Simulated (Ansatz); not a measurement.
# 6-layer 2H-MoS2 (2H stacking) in a perpendicular field

Wanted: the out-of-plane response of the 6-layer 2H-MoS2 (2H stacking). A positive field points along +c.

Calculated with Ansatz 0.2.0; plane-wave DFT, PBE-D3(BJ), Ansatz PAW.

This is a report of a sequence of runs, with most program output left out.

### 1. The starting structure

The cell holds 18 atoms: 12 S and 6 Mo. Cell: a = 3.180 Å, b = 3.180 Å, c = 100.176 Å, α = 90.0°, β = 90.0°, γ = 120.0°. Regions: layer 1: 2H-MoS2, 3 atoms (2 S and 1 Mo); layer 2: 2H-MoS2, 3 atoms (2 S and 1 Mo); layer 3: 2H-MoS2, 3 atoms (2 S and 1 Mo); layer 4: 2H-MoS2, 3 atoms (2 S and 1 Mo); layer 5: 2H-MoS2, 3 atoms (2 S and 1 Mo); layer 6: 2H-MoS2, 3 atoms (2 S and 1 Mo). Vacuum lies along c.

### 2. Relaxing the slab

The starting cell is a guess, so the in-plane lattice and the atoms are relaxed first, with the slab cut off from its images along the normal.

File input.yaml:

```yaml
crystal:
  lattice:
    - [3.18, 0.0, 0.0]
    - [-1.59, 2.753960784, 0.0]
    - [0.0, 0.0, 100.175586432]
  atoms:
    - { symbol: S, position: [0.3333333333, 0.6666666667, 0.327425086] }
    - { symbol: Mo, position: [0.0, 0.0, 0.3437094815] }
    - { symbol: S, position: [0.3333333333, 0.6666666667, 0.359993877] }
    - { symbol: S, position: [0.0, 0.0, 0.3899412934] }
    - { symbol: Mo, position: [0.3333333333, 0.6666666667, 0.4062256889] }
    - { symbol: S, position: [0.0, 0.0, 0.4225100844] }
    - { symbol: S, position: [0.3333333333, 0.6666666667, 0.4524575008] }
    - { symbol: Mo, position: [0.0, 0.0, 0.4687418963] }
    - { symbol: S, position: [0.3333333333, 0.6666666667, 0.4850262918] }
    - { symbol: S, position: [0.0, 0.0, 0.5149737082] }
    - { symbol: Mo, position: [0.3333333333, 0.6666666667, 0.5312581037] }
    - { symbol: S, position: [0.0, 0.0, 0.5475424992] }
    - { symbol: S, position: [0.3333333333, 0.6666666667, 0.5774899156] }
    - { symbol: Mo, position: [0.0, 0.0, 0.5937743111] }
    - { symbol: S, position: [0.3333333333, 0.6666666667, 0.6100587066] }
    - { symbol: S, position: [0.0, 0.0, 0.640006123] }
    - { symbol: Mo, position: [0.3333333333, 0.6666666667, 0.6562905185] }
    - { symbol: S, position: [0.0, 0.0, 0.672574914] }
  periodic: [true, true, false]
kpoints:
  mp_grid: { grid: [12, 12, 1] }
hamiltonian:
  xc: pbe
  dispersion: d3bj
scf:
  occupations: { method: fermi_dirac, width: 0.05 }
  convergence: { dr2_threshold: 1.0e-09 }
relax:
  f_tol: 0.004
  max_steps: 90
  cell: {}
output:
  write_potential: true
  write_density: true
  volumetric_format: npy
```

Command:

```console
> ansatz run input.yaml --threads 4 --pin off --max-ram 16384MiB --backend cpu --events-out ev --progress --plain --runs-dir out
```

Elapsed: 7.4 min, on 4 threads of Arm Neoverse V1, shared host; peak memory 2.7 GiB; 29 min of CPU time.

Relaxation path:

```tsv
step	energy less that of the first step (eV)	largest force component (eV/Å)	volume (Å³)
1	0.0000	1.2538	877.30
2	-0.4142	0.8102	870.56
3	-0.6268	0.1184	854.56
4	-0.6366	0.1022	859.90
5	-0.6536	0.0238	860.40
6	-0.6586	0.0314	860.96
7	-0.6542	0.0845	861.79
8	-0.6596	0.0035	860.91
9	-0.6596	0.0013	860.80
10*	-0.6590	0.0012	860.80
```

Relaxation steps marked * repeat the geometry before them on a plane-wave basis chosen anew for their cell, so energy and pressure can jump there. Relaxation step 7 was tried and not accepted.

The run keeps the 12 symmetry operations that it works with, so distortions that break them were not tested.

```tsv
cell as run	before	after	change
a (Å)	3.180	3.150	-0.9 %
b (Å)	3.180	3.150	-0.9 %
```

The atoms that moved most (Å, along periodic axes as changes of fractional coordinates times the final cell, across vacuum about the mean position):

```tsv
atom	dx	dy	dz	length
S1	0.000	0.000	0.598	0.598
S18	0.000	0.000	-0.598	0.598
Mo2	0.000	0.000	0.535	0.535
Mo17	0.000	0.000	-0.535	0.535
S3	0.000	0.000	0.470	0.470
S16	0.000	0.000	-0.470	0.470
S15	0.000	0.000	-0.391	0.391
S4	0.000	0.000	0.391	0.391
```

Final coordinates:

```cif
data_structure
_symmetry_space_group_name_H-M 'P 1'
_symmetry_Int_Tables_number 1
_cell_length_a 3.1500
_cell_length_b 3.1500
_cell_length_c 100.1756
_cell_angle_alpha 90.000
_cell_angle_beta 90.000
_cell_angle_gamma 120.000
_cell_volume 860.80
loop_
_atom_site_label
_atom_site_type_symbol
_atom_site_fract_x
_atom_site_fract_y
_atom_site_fract_z
_atom_site_occupancy
S1 S 0.33333 0.66667 0.33340 1
Mo2 Mo 0.00000 0.00000 0.34905 1
S3 S 0.33333 0.66667 0.36469 1
S4 S 0.00000 0.00000 0.39384 1
Mo5 Mo 0.33333 0.66667 0.40947 1
S6 S 0.00000 0.00000 0.42510 1
S7 S 0.33333 0.66667 0.45420 1
Mo8 Mo 0.00000 0.00000 0.46983 1
S9 S 0.33333 0.66667 0.48546 1
S10 S 0.00000 0.00000 0.51454 1
Mo11 Mo 0.33333 0.66667 0.53017 1
S12 S 0.00000 0.00000 0.54580 1
S13 S 0.33333 0.66667 0.57490 1
Mo14 Mo 0.00000 0.00000 0.59053 1
S15 S 0.33333 0.66667 0.60616 1
S16 S 0.00000 0.00000 0.63531 1
Mo17 Mo 0.33333 0.66667 0.65095 1
S18 S 0.00000 0.00000 0.66660 1
```

The lattice constant a goes from 3.180 to 3.150 Å.

### 3. Single point, field 0, start network

A sawtooth potential applies the field, turning back in the middle of the vacuum. With the dipole correction the typed value is the field outside the slab. The induced dipole is small, so the SCF threshold is tight.

The cell differs from the one that the last finished run ended in (c 100.176 → 51.379 Å).

File input.yaml:

```yaml
crystal:
  lattice:
    - [3.1499516442, 0.0, 0.0]
    - [-1.5749758221, 2.7279381446, 0.0]
    - [0.0, 0.0, 51.379075007]
  atoms:
    - { symbol: S, position: [0.3333333333, 0.6666666667, 0.1751685876] }
    - { symbol: Mo, position: [0.0, 0.0, 0.2056905654] }
    - { symbol: S, position: [0.3333333333, 0.6666666667, 0.2361810995] }
    - { symbol: S, position: [0.0, 0.0, 0.2930244983] }
    - { symbol: Mo, position: [0.3333333333, 0.6666666667, 0.3234989424] }
    - { symbol: S, position: [0.0, 0.0, 0.3539724549] }
    - { symbol: S, position: [0.3333333333, 0.6666666667, 0.4107083974] }
    - { symbol: Mo, position: [0.0, 0.0, 0.4411812993] }
    - { symbol: S, position: [0.3333333333, 0.6666666667, 0.4716542533] }
    - { symbol: S, position: [0.0, 0.0, 0.5283457467] }
    - { symbol: Mo, position: [0.3333333333, 0.6666666667, 0.5588187007] }
    - { symbol: S, position: [0.0, 0.0, 0.5892916026] }
    - { symbol: S, position: [0.3333333333, 0.6666666667, 0.6460275451] }
    - { symbol: Mo, position: [0.0, 0.0, 0.6765010576] }
    - { symbol: S, position: [0.3333333333, 0.6666666667, 0.7069755017] }
    - { symbol: S, position: [0.0, 0.0, 0.7638189005] }
    - { symbol: Mo, position: [0.3333333333, 0.6666666667, 0.7943094346] }
    - { symbol: S, position: [0.0, 0.0, 0.8248314124] }
kpoints:
  mp_grid: { grid: [18, 18, 1] }
  band_path:
    path: [[0, 0, 0], [0.5, 0, 0], [0.33333333, 0.33333333, 0], [0, 0, 0]]
    npoints: 16
hamiltonian:
  xc: pbe
  dispersion: d3bj
scf:
  occupations: { method: fermi_dirac, width: 0.02585 }
  convergence: { dr2_threshold: 1.0e-10 }
efield:
  axis: 3
  dipole_correction: true
  ramp_position: 0.97
  ramp_width: 0.06
  amplitude: 0
output:
  dos: { projected: true, e_range: [-6, 5] }
  write_potential: true
  write_density: true
  volumetric_format: npy
  elf: true
```

The job ended after 2.2 min (4 threads; peak memory 2.4 GiB).

This step gave:

```yaml
dipole_along_the_normal: 4.74e-8 e·Å
gap_along_the_path: 0.8472 eV
smallest_direct_gap_along_the_path: 1.709 eV
ionisation_energy_upper_face: 5.223 eV
electron_affinity_upper_face: 4.376 eV
gap_the_smaller_of_path_and_mesh: 0.8472 eV
```

Running mean over a fixed 2.7 Å (it still follows the layers) of the planar mean; the ramp of the sawtooth is left out. Electron's electrostatic potential energy less the Fermi level against z:

```tsv
z (Å)	electron's electrostatic potential energy less the Fermi level (eV)
4	4.82
5	4.82
6	4.79
7	4.02
8	-0.507
9	-6.17
10	-12.0
11	-12.0
12	-7.37
13	-1.85
14	-1.46
15	-5.80
16	-12.0
17	-12.0
18	-7.83
19	-2.01
20	-1.42
21	-5.45
22	-11.9
23	-12.0
24	-8.22
25	-2.14
26	-1.38
27	-5.12
28	-11.9
29	-12.0
30	-8.59
31	-2.27
32	-1.32
33	-4.80
34	-11.8
35	-12.0
36	-8.97
37	-2.41
38	-1.26
39	-4.44
40	-11.6
41	-11.9
42	-9.36
43	-2.26
44	2.60
45	4.71
46	4.82
47	4.82
```

The density of states has structure finer than the step of the table below, so its rows give means over 0.25 eV, whole bins alone (the curve runs from -6 to 1.55 eV). Peaks (eV: height): -5.040: 23.4, -4.680: 25.1, -4.240: 35.4, -3.110: 31.4, -3.020: 28.5, -1.890: 33.1, 1.250: 35.1.

Density of states against energy, zero at the Fermi level of the run, which the smearing sets inside the gap; means over each step:

```tsv
energy (eV)	density of states (states/eV a cell)
-5.75	6.68
-5.50	7.14
-5.25	12.3
-5.00	19.3
-4.75	17.0
-4.50	12.6
-4.25	24.6
-4.00	14.7
-3.75	9.71
-3.50	10.7
-3.25	13.7
-3.00	24.7
-2.75	16.1
-2.50	15.2
-2.25	11.7
-2.00	14.7
-1.75	18.9
-1.50	11.8
-1.25	5.71
-1.00	1.77
-0.75	0.907
-0.50	0.315
-0.25	0
0.00	0
0.25	0
0.50	1.38
0.75	7.62
1.00	14.4
1.25	25.4
```

Projected DOS per atom over height of the atomic layer and energy from the Fermi level. Layers: S Mo S S Mo S S Mo S S Mo S S Mo S S Mo S from below.

Values in states/eV, 12 rows by 16 columns, each cell a mean:
```
0.92 2.06 0.56 1.31 1.31 0.56 1.92 0.76 0.76 1.92 0.56 1.31 1.31 0.56 2.06 0.92
0.13 0.34 0.13 0.32 0.31 0.13 0.42 0.17 0.17 0.42 0.13 0.31 0.32 0.13 0.34 0.13
0.00 0.00 0.00 0.00 0.00 0.00 0.00 0.00 0.00 0.00 0.00 0.00 0.00 0.00 0.00 0.00
0.01 0.04 0.03 0.05 0.04 0.03 0.06 0.03 0.03 0.06 0.03 0.04 0.05 0.03 0.04 0.01
0.22 0.62 0.19 0.40 0.42 0.19 0.58 0.25 0.25 0.58 0.19 0.42 0.40 0.19 0.62 0.22
0.73 1.19 0.55 0.92 0.91 0.54 1.19 0.63 0.63 1.19 0.54 0.91 0.92 0.55 1.19 0.73
0.93 0.59 0.98 0.77 0.77 0.98 0.61 0.93 0.93 0.61 0.98 0.77 0.77 0.98 0.59 0.93
0.99 0.97 0.99 0.98 0.98 0.99 0.97 0.99 0.99 0.97 0.99 0.98 0.98 0.99 0.97 0.99
0.57 0.69 0.57 0.67 0.67 0.58 0.73 0.60 0.60 0.73 0.58 0.67 0.67 0.57 0.69 0.57
1.07 1.06 0.96 1.01 1.01 0.97 1.05 0.98 0.98 1.05 0.97 1.01 1.01 0.96 1.06 1.07
0.92 0.86 0.90 0.85 0.85 0.87 0.82 0.86 0.86 0.82 0.87 0.85 0.85 0.90 0.86 0.92
0.44 0.38 0.43 0.45 0.44 0.46 0.43 0.46 0.46 0.43 0.46 0.44 0.45 0.43 0.38 0.44
```
Columns: height of the atomic layer (Å) from 9 to 42.4 (not evenly spaced); rows upwards: energy from the Fermi level (eV) from -5.96 to 1.51.

The electronic bands at the labelled points (eV, zero at the Fermi level of the run, which the smearing sets inside the gap):

```tsv
point	band 75	band 76	band 77	band 78	band 79	band 80	band 81	band 82
Γ	-0.83	-0.62	-0.48	-0.40	1.71	1.71	1.71	1.71
halfway	-1.84	-1.82	-1.82	-1.82	0.81	0.91	1.05	1.18
M	-1.78	-1.75	-1.73	-1.72	1.23	1.24	1.25	1.26
halfway	-1.43	-1.39	-1.35	-1.32	1.07	1.10	1.13	1.16
K	-1.14	-1.10	-1.05	-1.03	0.68	0.68	0.68	0.68
halfway	-1.91	-1.90	-1.90	-1.90	0.45	0.56	0.71	0.88
Γ	-0.83	-0.62	-0.48	-0.40	1.71	1.71	1.71	1.71
```

ELF in the ca plane at fractional y = 0.667, with atoms of S and Mo within 0.2 Å of it. It is the smooth field of the valence electrons, not physical close to the nuclei.

Values, 5 rows by 16 columns, each cell a mean:
```
0.00 0.00 0.00 0.00 0.00 0.01 0.09 0.26 0.22 0.26 0.26 0.10 0.41 0.75 0.46 0.35
0.00 0.00 0.00 0.00 0.00 0.09 0.45 0.63 0.32 0.28 0.62 0.39 0.27 0.66 0.36 0.30
0.00 0.00 0.00 0.00 0.02 0.40 0.88 0.59 0.53 0.44 0.58 0.82 0.10 0.25 0.49 0.58
0.00 0.00 0.00 0.00 0.03 0.47 0.91 0.40 0.54 0.46 0.38 0.86 0.10 0.18 0.54 0.60
0.00 0.00 0.00 0.00 0.01 0.19 0.68 0.77 0.42 0.34 0.76 0.60 0.18 0.54 0.36 0.38
```
Columns run along c (16.0 Å, from fractional 0.03 to 0.35 of the cell), rows up along a (3.1 Å). Atoms in or near the plane, at fractional coordinates: S at (0.18, 0.33), S at (0.24, 0.33), Mo at (0.32, 0.33).

Valence density in the ca plane at fractional y = 0.667, with atoms of S and Mo within 0.2 Å of it. It is the smooth field of the valence electrons, not physical close to the nuclei.

Values in e/Å³, 5 rows by 16 columns, each cell a mean:
```
0.0 0.0 0.0 0.0 0.0 0.0 0.0 0.2 0.5 0.6 0.2 0.1 0.1 0.5 0.4 0.3
0.0 0.0 0.0 0.0 0.0 0.0 0.1 0.5 0.4 0.5 0.5 0.2 0.1 0.4 0.5 0.6
0.0 0.0 0.0 0.0 0.0 0.0 0.4 0.9 0.6 0.5 0.9 0.6 0.1 0.2 2.3 3.5
0.0 0.0 0.0 0.0 0.0 0.0 0.5 0.8 0.6 0.5 0.8 0.7 0.1 0.2 3.1 4.5
0.0 0.0 0.0 0.0 0.0 0.0 0.2 0.7 0.5 0.4 0.7 0.3 0.1 0.3 0.9 1.2
```
Columns run along c (16.0 Å, from fractional 0.03 to 0.35 of the cell), rows up along a (3.1 Å). Atoms in or near the plane, at fractional coordinates: S at (0.18, 0.33), S at (0.24, 0.33), Mo at (0.32, 0.33).

Electrostatic potential energy in the ca plane at fractional y = 0.667, with atoms of S and Mo within 0.2 Å of it. With pseudopotentials it is smooth inside the atoms' cores, unlike the true potential.

Ten even steps from '0' (-40 eV) to '9' (12 eV), each cell a mean:
```
99999999999999999999998655789999999877888888
99999999999999999999998655789999999877888888
99999999999999999998888777788889999988887668
99999999999999999974236888863258999999851014
99999999999999999952214888732226999999720001
99999999999999999952313888732325999999720001
99999999999999999973226888852247999999851004
99999999999999999998778777887789999988876567
```
Columns run along c (16.0 Å, from fractional 0.03 to 0.35 of the cell; values clipped at the 3rd and 97th percentile), rows up along a (3.1 Å). Atoms in or near the plane, at fractional coordinates: S at (0.18, 0.33), S at (0.24, 0.33), Mo at (0.32, 0.33).

The gap is 0.85 eV, with the valence edge 5.22 eV and the conduction edge 4.38 eV under the upper vacuum level.

### 4. Atoms held, field 0.1 V/Å

Changes to input.yaml since step 3:

```diff
@@ -40,5 +40,4 @@
   ramp_width: 0.06
-  amplitude: 0
+  amplitude: 0.1
 output:
-  dos: { projected: true, e_range: [-6, 5] }
   write_potential: true
@@ -46,2 +45 @@
   volumetric_format: npy
-  elf: true
```

Run time: 2.4 min. Hardware: 4 threads; peak memory 2.3 GiB.

The dipole is 0.148 e·Å, and the gap 0.697 eV.

### 5. Single point, field -0.1 V/Å

Changes to input.yaml since step 4:

```diff
@@ -40,3 +40,3 @@
   ramp_width: 0.06
-  amplitude: 0.1
+  amplitude: -0.1
 output:
```

It took 2.4 min on 4 threads; peak memory 2.3 GiB.

The dipole is -0.148 e·Å, and the gap 0.697 eV.

### 6. Single point, field 0.2 V/Å

Changes to input.yaml since step 5:

```diff
@@ -40,3 +40,3 @@
   ramp_width: 0.06
-  amplitude: -0.1
+  amplitude: 0.2
 output:
```

Wall time 2.4 min (4 threads); peak memory 2.3 GiB; 9.5 min of CPU time.

The dipole is 0.296 e·Å, and the gap 0.415 eV.

### 7. Atoms held, field 0.3 V/Å

Changes to input.yaml since step 6:

```diff
@@ -40,3 +40,3 @@
   ramp_width: 0.06
-  amplitude: 0.2
+  amplitude: 0.3
 output:
```

The job ended after 3.2 min (4 threads; peak memory 2.3 GiB).

The dipole is 0.447 e·Å, and the gap 0.154 eV.

### 8. Response, atoms held

This step: plane-wave DFT, PBE-D3(BJ), Ansatz PAW; response to a field along the normal, atoms held (Ansatz 0.2.0).

The dipoles give the slope, and the difference of two potentials shows where the field is screened.

Numbers from this step:

```yaml
equivalent_conductor_thickness_p_eps_0ae: 31.12 Å
distance_between_the_outer_atoms: 33.38 Å
```

Table of dipole of the cell by applied field:

```tsv
applied field (V/Å)	dipole of the cell (e·Å)
-0.100	-0.148
0.000	0
0.100	0.148
0.200	0.296
0.300	0.447
```

Local field over the applied field, running mean. From the potentials at -0.1 and 0.1 V/Å; running mean over 2.8 Å. Local field over applied field against z:

```tsv
z (Å)	local field over applied field
5	0.996
6	0.965
7	0.802
8	0.493
9	0.195
10	0.0553
11	0.0454
12	0.123
13	0.238
14	0.249
15	0.148
16	0.0511
17	0.0413
18	0.116
19	0.233
20	0.249
21	0.153
22	0.0533
23	0.0398
24	0.110
25	0.229
26	0.250
27	0.159
28	0.0557
29	0.0386
30	0.105
31	0.225
32	0.252
33	0.165
34	0.0584
35	0.0375
36	0.0999
37	0.222
38	0.255
39	0.173
40	0.0640
41	0.0400
42	0.118
43	0.369
44	0.692
45	0.927
46	0.990
```

The induced electron density oscillates, so the rows of the table below give means over windows of 3 Å about each position, cut where the curve ends. Its maxima inside the range that stand out by 2 % of the span (Å: e/Å³ per V/Å): 8.0: 0.00364, 9.1: 0.00107, 11.3: 3.5e-4, 14.3: 0.00208, 17.3: 3.3e-4, 20.3: 0.00208, 23.3: 3.1e-4, 26.3: 0.00205, 29.3: 2.9e-4, 32.4: 0.00208, 35.5: 2.8e-4, 38.4: 0.00209, 41.5: 4.6e-4. Its minima: 8.8: 8.8e-4, 10.0: -4.7e-4, 13.0: -0.00209, 16.0: -3.3e-4, 19.0: -0.00208, 22.0: -3.3e-4, 25.1: -0.00205, 28.1: -3.1e-4, 31.0: -0.00197, 34.1: -3.3e-4, 37.2: -0.00202, 40.1: -3.5e-4, 43.4: -0.00364.

Electrons, planar mean, per unit field. Induced electron density against z; means over each step:

```tsv
z (Å)	induced electron density (e/Å³ per V/Å)
5.64	2.2e-4
8.64	0.00153
11.64	-5.5e-4
14.64	5.6e-4
17.64	-5.3e-4
20.64	5.3e-4
23.64	-5.0e-4
26.64	5.1e-4
29.64	-4.7e-4
32.64	4.8e-4
35.64	-4.4e-4
38.64	4.5e-4
41.64	-5.7e-4
44.64	-0.00121
```

The smaller of the gaps on the path and on the k-mesh, counted as 0 under 0.03 eV. Table of gap by applied field:

```tsv
applied field (V/Å)	gap (eV)
-0.100	0.697
0.000	0.847
0.100	0.697
0.200	0.415
0.300	0.154
```

By hand: between -0.1 and 0.1 V/Å the dipole changes by 0.2955 e·Å, a slope of 1.478 e·Å²/V. A perfect conductor of thickness t has p = ε₀AEt, so t = 180.95 × 1.478 / 8.593 = 31.12 Å (e/ε₀ = 180.95 V·Å, A in Å²).

The induced dipole is that of a conductor 31.12 Å thick.

### 9. Results

| Item | Value |
| --- | --- |
| gap without field | 0.847 eV |
| ionisation energy, upper face | 5.22 eV |
| electron affinity, upper face | 4.38 eV |
| equivalent conductor thickness, atoms held | 31.1 Å |

The induced dipole equals that of a perfect conductor 31.12 Å thick, while the outer atoms lie 33.38 Å apart; an out-of-plane ε follows only once a thickness t is chosen, by 1 − 1/ε = 31.12 Å / t. The gap goes from 0.85 eV to 0.15 eV at 0.3 V/Å. With the field reversed the gap is 0.70 eV at -0.1 V/Å. Semilocal functionals give gaps that are too small, and excitons are not included. Spin-orbit coupling is left out, which matters for the bands of elements this heavy.

[Logs are printed without paths, hosts, clocks, repeated set-up lines and the standing remarks that a program may print on its own settings, such as how far it seeks lower states.]

[Hosts, paths, dates, database ids (printed as entryN), source tags and the programs' standing remarks are cut or masked in the printed files.]

[Maps of the electrostatic potential energy from Ansatz leave out the sawtooth potential of an applied field or a dipole correction, so their vacuum need not be flat; planar profiles and work functions include it.]

[The density of states shown here was stored with 400 of the rows of the run's finer table, so its peaks can read low, often by over a quarter, or be missed, and its means over a window can be off by a tenth or more.]
